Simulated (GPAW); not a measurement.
# GaN (P6_3mc) in GPAW: reference runs

Aim: a first look at GaN with PBEsol, on the cell as given and on a disturbed one.

Program: GPAW 26.7.0. These are calculated values, not measurements. Logs are shortened: lines on timing, memory, paths and dates and some standing lists are left out, and cuts for length are marked. The log counts tension as positive stress, the text compression.

**The experiment to reproduce.**

From “Studying electronic properties in GaN without electrical contacts using γ-γ vs e−-γ Perturbed Angular Correlations”, 2019, pmc:6823545, for a bulk crystal of GaN: band gap 3.503 ± 0.005 eV (direct).

The runs below are set against these values where they give the same quantity.

## 1. Starting point

It takes space group P6_3mc (No. 186, hexagonal). Conventional cell: a = 3.180 Å, b = 3.180 Å, c = 5.166 Å, α = 90.00°, β = 90.00°, γ = 120.00°. Ga (site symmetry 3m) is surrounded by 4 N at 1.94 to 1.95 Å. Around N (site symmetry 3m) lie 4 Ga at 1.94 to 1.95 Å.

## 2. Single point, PBEsol

The input, run.py:

```python
from ase import Atoms
from ase.dft.bandgap import bandgap
from ase.io import write
from ase.units import GPa
from gpaw import GPAW, PW, setup_paths

setup_paths.insert(0, '.')

atoms = Atoms(['Ga', 'Ga', 'N', 'N'],
              cell=[[3.18, 0.0, 0.0],
                    [-1.59, 2.753960784, 0.0],
                    [0.0, 0.0, 5.166]],
              scaled_positions=[[0.6666666667, 0.3333333333, 0.5],
                                [0.3333333333, 0.6666666667, 0.0],
                                [0.6666666667, 0.3333333333, 0.875],
                                [0.3333333333, 0.6666666667, 0.375]],
              pbc=True)

calc = GPAW(mode=PW(800),
            xc='PBEsol',
            kpts={'size': (10, 10, 5), 'gamma': True},
            occupations={'name': 'fermi-dirac', 'width': 0.05},
            nbands=18,
            convergence={'density': 1e-05, 'energy': 1e-05},
            maxiter=150,
            txt='gpaw.txt')
atoms.calc = calc
energy = atoms.get_potential_energy()
forces = atoms.get_forces()
stress = atoms.get_stress()
calc.write('gs.gpw')
write('result.traj', atoms)
print(f'Energy: {energy:.6f} eV')
print('Forces (eV/A):')
print(forces.round(4))
print('Stress (GPa):', (stress / GPa).round(3))
print('Fermi level:', round(calc.get_fermi_level(), 4), 'eV')
print(f'Gap: {bandgap(calc)[0]:.4f} eV, direct: {bandgap(calc, direct=True)[0]:.4f} eV')
```

Potentials or basis: PAW data sets generated in the run's folder for this functional, pw.

Started as:

```console
$ gpaw-setup -f PBEsol Ga N
$ OMP_NUM_THREADS=1 python run.py
```

gpaw.txt:

```text
__  _  _
 | _ |_)|_||  |
 |__||  | ||/\| - 26.7.0

Input parameters:
  mode=PW(ecut=800.0),
  convergence={'density': 1e-05, 'energy': 1e-05},
  kpts=MonkhorstPack(size=(10, 10, 5), gamma=True),
  maxiter=150,
  nbands=18,
  occupations=Occupations(name='fermi-dirac', width=0.05),
  xc=XC(name='PBEsol')

Diagonalizing LCAO Hamiltonian
Converting LCAO to pw mode

           N

           Ga
        N

        Ga

Atoms  # Å, Bohr magnetons
|   | symbol |         x |        y |        z |    initial magnetic moments |
|---|--------|-----------|----------|----------|-----------------------------|
| 0 |     Ga |  1.590000 | 0.917987 | 2.583000 | ( 0.0000,  0.0000,  0.0000) |
| 1 |     Ga | -0.000000 | 1.835974 | 0.000000 | ( 0.0000,  0.0000,  0.0000) |
| 2 |      N |  1.590000 | 0.917987 | 4.520250 | ( 0.0000,  0.0000,  0.0000) |
| 3 |      N | -0.000000 | 1.835974 | 1.937250 | ( 0.0000,  0.0000,  0.0000) |

Unit cell  # Å
| periodic |         x |        y |        z |  lengths |     angles |
|----------|-----------|----------|----------|----------|------------|
|      yes |  3.180000 | 0.000000 | 0.000000 | 3.180000 |  90.000000 |
|      yes | -1.590000 | 2.753961 | 0.000000 | 3.180000 |  90.000000 |
|      yes |  0.000000 | 0.000000 | 5.166000 | 5.166000 | 120.000000 |

Number of symmetries: 6
Symmetry operations  # r_c * U_cc + t_c -> r_c
|   | kind |            matrix            |
|---|------|------------------------------|
| 0 |  σ   |  1, 1, 0,  0,-1, 0,  0, 0, 1 |
| 1 |  E   |  1, 0, 0,  0, 1, 0,  0, 0, 1 |
| 2 |  C3  |  0, 1, 0, -1,-1, 0,  0, 0, 1 |
| 3 |  σ   |  0,-1, 0, -1, 0, 0,  0, 0, 1 |
| 4 |  σ   | -1, 0, 0,  1, 1, 0,  0, 0, 1 |
| 5 |  C3  | -1,-1, 0,  1, 0, 0,  0, 0, 1 |

BZ-sampling:
  Number of BZ points: 500
  Number of IBZ points: 58

  Monkhorst-Pack size: [10, 10, 5]
  Monkhorst-Pack shift: [0.05, 0.05, 0.0]

K-points  # in reciprocal-cell coordinates
|     |                                coordinates |     weight |
|-----|--------------------------------------------|------------|
|   0 | (  0.00000000,   0.00000000,   0.00000000) | 0.00200000 |
|   1 | (  0.00000000,   0.00000000,   0.20000000) | 0.00400000 |
|   2 | (  0.00000000,   0.00000000,   0.40000000) | 0.00400000 |
|   3 | (  0.10000000,   0.00000000,  -0.40000000) | 0.01200000 |
|   4 | (  0.10000000,   0.00000000,  -0.20000000) | 0.01200000 |
|   5 | (  0.10000000,   0.00000000,   0.00000000) | 0.01200000 |
|   6 | (  0.10000000,   0.00000000,   0.20000000) | 0.01200000 |
|   7 | (  0.10000000,   0.00000000,   0.40000000) | 0.01200000 |
|   8 | (  0.20000000,  -0.10000000,   0.00000000) | 0.01200000 |
|   9 | (  0.20000000,  -0.10000000,   0.20000000) | 0.02400000 |
| ... |                                            |            |
|  57 | (  0.50000000,   0.50000000,   0.40000000) | 0.01200000 |

Plane wave coefficients: 2352
Cutoff: 800.0 eV

Spin-components: 1 (collinear spins)
Bands:           18
Projectors:      20
Spin-degeneracy: 2
Datatype:        complex128

Parallelization:
  kpt:    1
  domain: 1
  band:   1

Density:
  Valence electrons: 16.0
  Components: 1
  Grid points: [21 21 35]
  Charge: 0.0  # |e|

Potential:
  Grid points: [21 21 35]

species:
  Ga:
    name:    Gallium
    Z:       31.0
    valence: 3
    core:    28
    charge:  0.0  # [|e|]
    compensation charges:
      type: gauss
      rc: 0.37  # [Å]
      lmax: 2
    cutoffs:
      filter: 2.06  # [Å]
      core: 4.17  # [Å]
    projectors
    | kind |    occ | energy [eV] | rcut [Å] |
    |------|--------|-------------|----------|
    |   4s |  2.000 |      -8.959 |    1.164 |
    |   4p |  1.000 |      -2.572 |    1.164 |
    |    s |        |      18.252 |    1.164 |
    |    p |        |      24.640 |    1.164 |
    |    d |        |       0.000 |    1.164 |

    Using partial waves for Ga as LCAO basis

  N:
    name:    Nitrogen
    Z:       7.0
    valence: 5
    core:    2
    charge:  0.0  # [|e|]
    compensation charges:
      type: gauss
      rc: 0.18  # [Å]
      lmax: 2
    cutoffs:
      filter: 1.11  # [Å]
      core: 0.96  # [Å]
    projectors
    | kind |    occ | energy [eV] | rcut [Å] |
    |------|--------|-------------|----------|
    |   2s |  2.000 |     -18.455 |    0.603 |
    |   2p |  3.000 |      -7.035 |    0.529 |
    |    s |        |       8.756 |    0.603 |
    |    p |        |      20.177 |    0.529 |
    |    d |        |       0.000 |    0.577 |

    Using partial waves for N as LCAO basis

Reference energy: -108640.810967  # eV

eigensolver:
  PPCG
  Converge bands: occupied
  niter=2

density mixing:
  MSR1-Mixer
  Pratt-step length: 0.05
  Maximum mixing coefficient: 0.75
  Old densities: 10
  SVD Regularization: 0.005
  Good broyden scale: 1.0
  Trust region scale: 1.0
  Backstep threshold: 4.0
  History deletion threshold: 6.0
  Fourier metric: weight=20.0, sigma=0.015

occupation numbers:
  Fermi-Dirac:
    width: 0.0500  # eV

poisson solver:
  ecut: 6400.0  # eV

xc functional:
  name: PBEsol with 2 nearest neighbor stencil

convergence criteria:
- Maximum integral of absolute [dens]ity change: 1e-05 electrons / valence electron
- Maximum [total energy] change in last 3 cyles: 1e-05 eV / valence electron
- Maximum integral of absolute [eigenst]ate change: 4e-08 eV^2 / valence electron
maximum number of iterations: 150

SCF iterations
|iter     | |      energy | eigst |  dens |
|---------|-|-------------|-------|-------|
|iter:   1| |  -29.472054 | -0.15 |       |
|iter:   2| |  -28.554541 | -1.86 | -0.58 |
|iter:   3| |  -26.046984 | -0.56 | -0.63 |
|iter:   4| |  -26.038101 | -2.90 | -1.31 |
|iter:   5| |  -26.036143 | -3.47 | -1.58 |
|iter:   6| |  -26.036150 | -5.52 | -2.91 |
|iter:   7| |  -26.036163c| -6.25 | -3.25 |
|iter:   8| |  -26.036163c| -7.36 | -4.13 |
|iter:   9| |  -26.036163c| -7.54c| -4.49 |
|iter:  10| |  -26.036163c| -8.22c| -5.10c|

Converged in 10 steps
Energy contributions relative to reference atoms: (reference = -108640.810967)

Energy contributions:
  Kinetic:          70.658828
  Coulomb:         -62.300239
  Zero:              0.295089
  External:          0.000000
  Xc:              -34.689841
  Entropy:          -0.000000
  Spinorbit:         0.000000
  ----------------------------
  Free energy:     -26.036163
  Extrapolated:    -26.036163

dipole moment: (-0.000025, -0.000039, -11.587122)  # |e|*Ang

Fermi level: 7.359
Eigenvalues  # (at kpt = [0.000, 0.000, 0.000])
| band index |      eig [eV] | occ [0-2] |
|------------|---------------|-----------|
|          0 |        -9.570 |     2.000 |
|          1 |        -7.142 |     2.000 |
|          2 |        -0.750 |     2.000 |
|          3 |         5.351 |     2.000 |
|          4 |         5.351 |     2.000 |
|          5 |         6.357 |     2.000 |
[... 8 lines left out ...]
|         14 |        18.183 |     0.000 |
|         15 |        18.183 |     0.000 |
|        ... |               |           |
|         17 |        21.593 |     0.000 |

Gap: 2.035 eV
Transition (v -> c):
  (s=0, k=0, n=7, [0.00, 0.00, 0.00]) -> (s=0, k=0, n=8, [0.00, 0.00, 0.00])
No difference between direct/indirect transitions

Forces  # eV/Ang
|        x |        y |        z |
|----------|----------|----------|
| -0.00000 |  0.00000 | -0.17749 |  # Ga   0
|  0.00000 |  0.00000 | -0.17747 |  # Ga   1
|  0.00000 | -0.00000 |  0.17736 |  # N    2
| -0.00000 |  0.00000 |  0.17698 |  # N    3

Stress tensor  # eV/Ang^3
|         x |         y |         z |
|-----------|-----------|-----------|
| -0.053552 |  0.000000 |  0.000000 |
|  0.000000 | -0.053552 | -0.000000 |
|  0.000000 | -0.000000 | -0.067285 |

# Writing to gs.gpw (mode='')
```

Wall time 96 s (1 thread of Intel Xeon at 2.50GHz (Skylake/Cascade Lake), shared host); peak memory 0.21 GiB.

What came out:

```
Free energy            : -26.0362 eV
Pressure               : 9.3 GPa
Largest force          : 0.177 eV/Å
Band gap on the k mesh : 2.03 eV, direct
```

Forces on the atoms (eV/Å):
```
Ga   0.000  0.000 -0.177
Ga   0.000  0.000 -0.177
N    0.000  0.000  0.177
N    0.000  0.000  0.177
```

Levels at points of the mesh, in eV from the valence-band top:
```
           k point  band 4  band 5  band 6  band 7  band 8  band 9  band 10  band 11  band 12  band 13
(0.00, 0.00, 0.00)   -1.07   -1.07   -0.06    0.00    0.00    2.03     4.34     9.26     9.91     9.91
(0.50, 0.50, 0.00)   -5.34   -4.30   -2.77   -2.32   -0.98    5.02     5.64     6.06     8.74    10.34
```

## 3. Single point, PBEsol (atoms moved at random, drawn with an rms of 0.05 Å)

Edit run.py of step 2 so:

```diff
@@ -12,6 +12,6 @@
                     [0.0, 0.0, 5.166]],
-              scaled_positions=[[0.6666666667, 0.3333333333, 0.5],
-                                [0.3333333333, 0.6666666667, 0.0],
-                                [0.6666666667, 0.3333333333, 0.875],
-                                [0.3333333333, 0.6666666667, 0.375]],
+              scaled_positions=[[0.677932, 0.337742, 0.498947],
+                                [0.345992, 0.669724, 0.010592],
+                                [0.670247, 0.342543, 0.876186],
+                                [0.334197, 0.65293, 0.374213]],
               pbc=True)
```

Potentials or basis: PAW data sets generated in the run's folder for this functional, pw.

Started as:

```console
$ gpaw-setup -f PBEsol Ga N
$ OMP_NUM_THREADS=1 python run.py
```

Wall time 7 min (1 thread of Intel Xeon at 2.50GHz (Skylake/Cascade Lake), shared host); peak memory 0.46 GiB.

Results (log left out):

```yaml
Free_energy: -25.9479 eV
Pressure: 10.0 GPa
Largest_force: 1.876 eV/Å
Band_gap_on_the_k_mesh: 1.90 eV, direct
```

Forces on the atoms (eV/Å):
```
Ga  -0.102 -0.697  0.534
Ga  -0.583  0.257 -1.765
N    0.622 -0.318  0.231
N    0.063  0.758  0.999
```

Stress tensor (GPa, compression positive):
```
10.77 -1.42 -1.36
-1.42  4.68 -0.96
-1.36 -0.96 14.68
```

Levels at points of the mesh, in eV from the valence-band top:
| k point | band 5 | band 6 | band 7 | band 8 | band 9 | band 10 | band 11 | band 12 |
| --- | --- | --- | --- | --- | --- | --- | --- | --- |
| (0.00, 0.00, 0.00) | -1.10 | -0.24 | -0.08 | 0.00 | 1.90 | 4.28 | 9.08 | 9.79 |
| (0.00, 0.50, 0.00) | -4.57 | -2.94 | -2.35 | -1.03 | 4.87 | 5.42 | 5.71 | 8.58 |
| (0.50, 0.00, 0.00) | -4.46 | -2.88 | -2.51 | -1.01 | 4.90 | 5.52 | 5.95 | 8.61 |
| (0.50, 0.50, 0.00) | -4.40 | -2.85 | -2.64 | -0.97 | 4.88 | 5.63 | 6.15 | 8.62 |

## 4. Comparison with measurements

Step 2. A measured gap of GaN is 3.503 eV (direct; quoted in “Studying electronic properties in GaN without electrical contacts using γ-γ vs e−-γ Perturbed Angular Correlations”, 2019, pmc:6823545); the calculated 2.03 eV misses it by -1.47 eV. Spin-orbit coupling on Ga is left out. The value is that of PBEsol, without temperature or zero-point motion. Semilocal functionals fall short of measured gaps as a rule.
